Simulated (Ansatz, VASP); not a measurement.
# V: VASP beside Ansatz

```
CELL_PARAMETERS angstrom
4.13076 0.00000 0.00000
-2.06538 3.57734 0.00000
0.00000 0.00000 4.09628
ATOMIC_POSITIONS crystal
V 0.00000 0.00000 0.25000
V 0.00000 0.00000 0.75000
V 0.33333 0.66667 0.75000
V 0.66667 0.33333 0.25000
```

Alike in both runs: functional PBEsol; k mesh 15 × 15 × 12; occupations gaussian, width 0.1 eV; no spin polarisation.

Ansatz relaxed the structure, and its values are those at the end. VASP's run is a single point on that final structure, the one shown.

|  | VASP | Ansatz |
| --- | --- | --- |
| version | VASP 6.6.1 | Ansatz 0.2.0 |
| potentials or method | VASP PAW PBE potentials, release 64 (V_sv) | scalar-relativistic, plane waves, PAW |
| plane-wave cutoff (eV) | 520 | 420 |
| valence electrons in the cell | 52 | 52 |

Ansatz gave:

```
gap on the k mesh at the Fermi level (eV) : none
pressure (GPa)                            : 0.0
```

Task: Estimate VASP's values.

Result: gap on the k mesh at the Fermi level (eV): none; pressure (GPa): 1.0.

A gap of «none» marks a metal or a gap that the smearing closes. The functional is the same, so the differences come from potentials, cutoffs and numerics.

Caveats: the PAW data sets were made with another functional, which shifts forces and pressure a little (VASP).
